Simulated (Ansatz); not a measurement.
What pressure 45 GPa does to LaAlO3

Base system: LaAlO3 (space group R-3c, No. 167; a = 5.353 Å, c = 13.048 Å (hexagonal axes)).

Now apply this change: a hydrostatic pressure of 45 GPa.

Method: plane-wave PAW DFT at the PBEsol level (Ansatz, an electronic-structure program, 420 eV), scalar-relativistic without spin-orbit coupling. Γ-centred 8×8×8 mesh, Fermi–Dirac width 0.05 eV.

```csv
quantity,base,changed,shift
volume per atom,10.80 Å³,9.18 Å³,-1.612 Å³
density,6.58 g/cm³,7.74 g/cm³,+1.16 g/cm³
enthalpy H = E + PV relative to the base's energy,–,+2.77 eV/atom,–
band gap,3.94 eV,3.57 eV,-0.37 eV
```

Load acts through the strain it causes; cell and atoms are relaxed under it. No phonon test of stability was made. Competing high-pressure phases were not computed.
